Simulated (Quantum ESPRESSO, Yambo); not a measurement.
# Sb (buckled honeycomb monolayer): G0W0 with Yambo, start to end, part 2 of 3

Aim: the G0W0 gap of Sb (buckled honeycomb monolayer) on PBE, step by step.

Quantum ESPRESSO 7.5 and Yambo 5.3.0; PBE and many-body steps on it, plane waves. Known limits of the many-body steps: not at the basis limit; no spin-orbit coupling.

So far. Step 2 (Ground state): The gap is indirect, with the least direct gap 0.23 eV higher. Step 3 (Bands along the symmetry lines): The gap is 1.324 eV, −0.017 eV from the run before at this level.

## 4. Empty states on the mesh, 6×6×1 mesh, 120 bands

Level of this step: DFT, PBE, plane waves, norm-conserving pseudopotentials (Quantum ESPRESSO).

The sums over transitions need many empty states on a uniform mesh; this step solves for them.

Contents of pw.in:

```
&control
  calculation = 'nscf'
  prefix = 'x'
  outdir = 'o'
  pseudo_dir = 'pseudo'
/
&system
  ibrav = 0
  nat = 2
  ntyp = 1
  ecutwfc = 88.0
  nbnd = 120
  force_symmorphic = .true.
/
&electrons
  conv_thr = 1e-9
  electron_maxstep = 80
  diago_full_acc = .true.
  diago_thr_init = 5e-6
/
ATOMIC_SPECIES
  Sb 121.76 Sb.upf
CELL_PARAMETERS angstrom
  4.1361780822 -0.0000000001 0.0000000000
  -2.0680890411 3.5820352938 0.0000000000
  0.0000000000 0.0000000000 14.0000000000
ATOMIC_POSITIONS crystal
  Sb 0.3333333333 0.6666666667 0.4417690704
  Sb 0.6666666667 0.3333333333 0.5582309296
K_POINTS automatic
  6 6 1 0 0 0
```

On the command line:

```
OMP_NUM_THREADS=1 mpirun -n 8 pw.x -nk 4 -in pw.in > pw.out
```

The log of the run:

```text
[banner, memory and clock lines left out]
Program PWSCF v.7.5 starts

     Atomic positions and unit cell read from directory:
     o/x.save/

     Message from routine setup:
     using ibrav=0 with symmetry is DISCOURAGED, use correct ibrav instead

     bravais-lattice index     =            0
     lattice parameter (alat)  =       7.8162  a.u.
     unit-cell volume          =    1399.7605 (a.u.)^3
     number of atoms/cell      =            2
     number of atomic types    =            1
     number of electrons       =        46.00
     number of Kohn-Sham states=          120
     kinetic-energy cutoff     =      88.0000  Ry
     charge density cutoff     =     352.0000  Ry
     Exchange-correlation= PBE
                           (   1   4   3   4   0   0   0)

     celldm(1)=   7.816244  celldm(2)=   0.000000  celldm(3)=   0.000000
     celldm(4)=   0.000000  celldm(5)=   0.000000  celldm(6)=   0.000000

     crystal axes: (cart. coord. in units of alat)
               a(1) = (   1.000000  -0.000000   0.000000 )
               a(2) = (  -0.500000   0.866025   0.000000 )
               a(3) = (   0.000000   0.000000   3.384767 )

     reciprocal axes: (cart. coord. in units 2 pi/alat)
               b(1) = (  1.000000  0.577350 -0.000000 )
               b(2) = (  0.000000  1.154701 -0.000000 )
               b(3) = ( -0.000000 -0.000000  0.295441 )
     Pseudo is Norm-conserving + core correction, Zval = 23.0
     Generated using ONCVPSP code by D. R. Hamann
     Using radial grid of 1434 points,  6 beta functions with:
     Sb               23.00   121.76000     Sb( 1.00)

     12 Sym. Ops., with inversion, found

   Cartesian axes

     site n.     atom                  positions (alat units)
         1        Sb     tau(   1) = (  -0.0000000   0.5773503   1.4952855  )
         2        Sb     tau(   2) = (   0.5000000   0.2886751   1.8894818  )

     number of k points=     7
                       cart. coord. in units 2pi/alat
        k(    1) = (   0.0000000   0.0000000   0.0000000), wk =   0.0555556
        k(    2) = (   0.0000000   0.1924501   0.0000000), wk =   0.3333333
        k(    3) = (   0.0000000   0.3849002   0.0000000), wk =   0.3333333
        k(    4) = (  -0.0000000  -0.5773503   0.0000000), wk =   0.1666667
        k(    5) = (   0.1666667   0.2886751   0.0000000), wk =   0.3333333
        k(    6) = (   0.1666667   0.4811252   0.0000000), wk =   0.6666667
        k(    7) = (   0.3333333   0.5773503   0.0000000), wk =   0.1111111

     Dense  grid:   156151 G-vectors     FFT dimensions: (  48,  48, 160)

     The potential is recalculated from file :
     o/x.save/charge-density

     Starting wfcs are   26 randomized atomic wfcs +   94 random wfcs

     Band Structure Calculation

     End of band structure calculation

          k = 0.0000 0.0000 0.0000 ( 19537 PWs)   bands (ev):

  -143.8395-143.8387 -96.8106 -96.8106 -96.8067 -96.8067 -96.7645 -96.7609
   -28.6680 -28.6680 -28.5978 -28.5978 -28.5536 -28.4933 -28.4933 -28.4585
   -28.4154 -28.4154 -11.3212  -6.3924  -0.6609  -0.1418  -0.1418   1.4247
     2.6552   2.6552   4.3125   4.4133   6.2864   7.1742   7.5660   8.0423
[...]
[... 3 further rows ...]
[...]
k = 0.0000 0.1925 0.0000 ( 19550 PWs)   bands (ev):

  -143.8394-143.8388 -96.8107 -96.8105 -96.8069 -96.8066 -96.7643 -96.7611
[...]
[... 3 further rows ...]
[...]
k = 0.0000 0.3849 0.0000 ( 19518 PWs)   bands (ev):

  -143.8393-143.8389 -96.8109 -96.8100 -96.8075 -96.8065 -96.7637 -96.7616
[...]
[... 3 further rows ...]
    31.2304  31.6224  31.6793  31.8460  32.3269  32.6627  32.7705  32.8115
    33.3553  33.6749  33.9115  34.2591  34.3915  34.8215  35.1940  35.4289

          k =-0.0000-0.5774 0.0000 ( 19516 PWs)   bands (ev):

     [... further k-points ...]

     highest occupied, lowest unoccupied level (ev):    -0.1418    1.1990

     XML data file, pseudopotentials, collected wavefunctions
```

Elapsed: 12 s, on 8 MPI ranks of Intel Xeon 6975P-C (Granite Rapids), shared host; peak memory 1.3 GiB.

This step gave:

```
gap                                                           : 1.341 eV
k of the valence top                                          : 0, 0, 0
k of the conduction bottom                                    : 0, 0.3333, 0
least direct gap                                              : 1.566 eV
k points computed                                             : 7
lowest point of the top converged band, above the valence top : 34.24 eV
```

On this mesh the gap is 1.341 eV.

## 5. Conversion and set-up

This step: Yambo 5.3.0; conversion and set-up on PBE, plane waves, norm-conserving pseudopotentials.

The states are converted to the many-body program's format and the q mesh is built.

On the command line:

```
(cd o/x.save; p2y > p2y.log; mv SAVE ../..); yambo > setup.log
```

The log of the run:

```text
 Yambo, version 5.3.0

 [02] CORE Variables Setup
 =========================

  [02.01] Unit cells
  ==================

  Cell kind             :  HCP
  Atoms in the cell     :  Sb
  number of Sb atoms    :  2

  List of atomic masses
  Mass of Sb    :  121.7600

  List of atomic coordinates    : [cc]
  Sb1       : -0.39081E-09   4.5127       11.688      order 1
  Sb2       :   3.90812   2.25636  14.76865  order 2

  Alat factors          :   7.81624   6.76907  26.45617 [a.u.]
  Direct lattice volume :   1399.76    [a.u.]
  Direct lattice vectors:  A[ 1 ]  A[ 2 ]  A[ 3 ]
   A[ 1 ]:   1.0000     -0.27917E-10   0.0000      [iru]
    7.8162     -0.18897E-09   0.0000      [cc]
   A[ 2 ]: -0.500000  1.000000  0.000000  [iru]
  -3.908122  6.769066  0.000000  [cc]
   A[ 3 ]:  0.000000  0.000000  1.000000  [iru]
    0.00000   0.00000  26.45617  [cc]

  Recip. lattice volume :  0.177209 [a.u.]
  Recip. lattice vectors:  B[ 1 ]  B[ 2 ]  B[ 3 ]
   B[ 1 ]:  1.000000  0.500000  0.000000  [iku]
   0.803863  0.464110 -0.000000  [cc]
   B[ 2 ]:  0.27917E-10   1.0000       0.0000      [iku]
   0.22442E-10  0.92822      -0.0000      [cc]
   B[ 3 ]:  0.000000  0.000000  1.000000  [iku]
  -0.000000 -0.000000  0.237494  [cc]

  [02.02] Symmetries
  ==================

  Inversion symmetry    : yes
  Spatial inversion     : yes
  Inversion index       :   7
  K-space Time-reversal : no
  Magnetic symmetries   : no
  Group table correct   : yes
  Symmetries units      :  [cc]

   [S  1]:   1.0000     -0.26695E-26   0.0000      0.26601E-16   1.0000       0.0000       0.0000       0.0000       1.0000
   [S  2]:   1.0000     -0.48354E-10   0.0000      0.15781E-15  -1.0000       0.0000       0.0000       0.0000      -1.0000
   [S  3]: -0.500000  0.866025  0.000000 -0.866025 -0.500000  0.000000  0.000000  0.000000  1.000000
[...]
[S 11]:  0.500000  0.866025  0.000000  0.866025 -0.500000  0.000000  0.000000  0.000000  1.000000
   [S 12]:  0.500000 -0.866025  0.000000 -0.866025 -0.500000  0.000000  0.000000  0.000000  1.000000

  [02.03] Reciprocal space
  ========================

  nG shells         :   6857
  nG charge         :  156151
  nG WFs            :  22953
  nC WFs            :  19550
  G-vecs. in first 80 shells:  [ Number ]
     1    3    5    7   13   15   27   39   51
    53   65   67   79   85   97   99  111  123
   135  141  153  165  167  179  191  203  215
[...]
813   825   837   839   851   863   887   899
  ...
  Shell energy in first 80 shells:  [ mHa ]
[...]
4061.05      4112.56      4130.99      4328.40      4397.46      4491.85      4543.36      4582.21      4704.80
    4766.09      4820.49      4892.43      5135.60      5169.56      5196.89      5197.76      5259.05      5282.37
    5299.92      5353.44      5423.38      5527.54      5600.36      5620.79      5628.56      5682.08
  ...

[...]
K/Q-points units:
  rlu = crystal or reduced units; cc = cartesian coordinates; iku = interal k-units

  K [1]          [rlu]:  0.000000  0.000000  0.000000
         WF components:  19537
  K [2]          [rlu]: -0.17990E-26  0.16667       0.0000
         WF components:  19550
  K [3]          [rlu]: -0.35980E-26  0.33333       0.0000
         WF components:  19518
  K [4]          [rlu]: -0.35967E-26 -0.50000       0.0000
         WF components:  19516
  K [5]          [rlu]:  0.166667  0.166667  0.000000
         WF components:  19518
  K [6]          [rlu]:  0.166667  0.333333  0.000000
         WF components:  19518
  K [7]          [rlu]:  0.333333  0.333333  0.000000
         WF components:  19548

  [02.05] Energies & Occupations
  ==============================

  [X] === General ===
  [X] Electronic Temperature                        :  0.000000  0.000000 [eV K]
  [X] Bosonic    Temperature                        :  0.000000  0.000000 [eV K]
  [X] Finite Temperature mode                       : no
  [X] El. density                                   :  0.22177E+24 [cm-3]
  [X] Fermi Level                                   : -0.141805 [eV]

  [X] === Gaps and Widths ===
  [X] Conduction Band Min                           :  1.340774 [eV]
  [X] Valence Band Max                              :  0.000000 [eV]
  [X] Filled Bands                                  :  23
  [X] Empty Bands                                   :   24  120
  [X] Direct Gap                                    :  1.566464 [eV]
  [X] Direct Gap localized at k                     :  1
  [X] Indirect Gap                                  :  1.340774 [eV]
  [X] Indirect Gap between kpts                     :  1  3
  [X] Last valence band width                       :  1.735337 [eV]
  [X] 1st conduction band width                     :  0.892510 [eV]

  E @ K [1]:  [eV]
  -143.6976 -143.6969  -96.6688  -96.6688  -96.6649  -96.6649  -96.6227  -96.6191
[...]
occ @ K [1]
[...]
E @ K [2]:  [eV]
[...]
occ @ K [2]
[...]
E @ K [3]:  [eV]
[...]
occ @ K [3]
[...]
E @ K [4]:  [eV]
[...]
occ @ K [4]
[...]
E @ K [5]:  [eV]
[...]
occ @ K [5]
[...]
E @ K [6]:  [eV]
[...]
occ @ K [6]
[...]
E @ K [7]:  [eV]
[...]
occ @ K [7]
[...]
0.000000  0.000000  0.000000  0.000000  0.000000  0.000000  0.000000  0.000000
   0.000000  0.000000  0.000000  0.000000  0.000000  0.000000  0.000000  0.000000

 [03] Transferred momenta grid and indexing
 ==========================================

 IBZ Q-points                                      :   7
 BZ  Q-points                                      :   36

 K/Q-points units:
 rlu = crystal or reduced units; cc = cartesian coordinates; iku = interal k-units

 Q [1]          [rlu]:  0.000000  0.000000  0.000000
 Q [2]          [rlu]:  0.51194E-17  0.16667       0.0000
 Q [3]          [rlu]:  0.10239E-16  0.33333       0.0000
 Q [4]          [rlu]: -0.15358E-16 -0.50000       0.0000
 Q [5]          [rlu]:  0.166667  0.166667  0.000000
 Q [6]          [rlu]:  0.166667  0.333333  0.000000
 Q [7]          [rlu]:  0.333333  0.333333  0.000000

  [03.01] X indexes
  =================

   [03.01.01] Sigma indexes
   ========================

 [06] Game Over & Game summary
```

Run time: 2.5 s. Hardware: 1 MPI rank; peak memory 0.27 GiB.

(Part 2 of 3 ends here.)

[Paths, hosts, dates, memory and timing lines, banners, echoed tables and standing remarks are left out of the program output.]

[Logs are printed without paths, hosts, clocks, repeated set-up lines and the standing remarks that a program may print on its own settings, such as how far it seeks lower states.]

[Runs of the session that timed out or met a known fault of the program may be left out.]

[Hosts, paths, dates, database ids (printed as entryN), source tags and the programs' standing remarks are cut or masked in the printed files.]
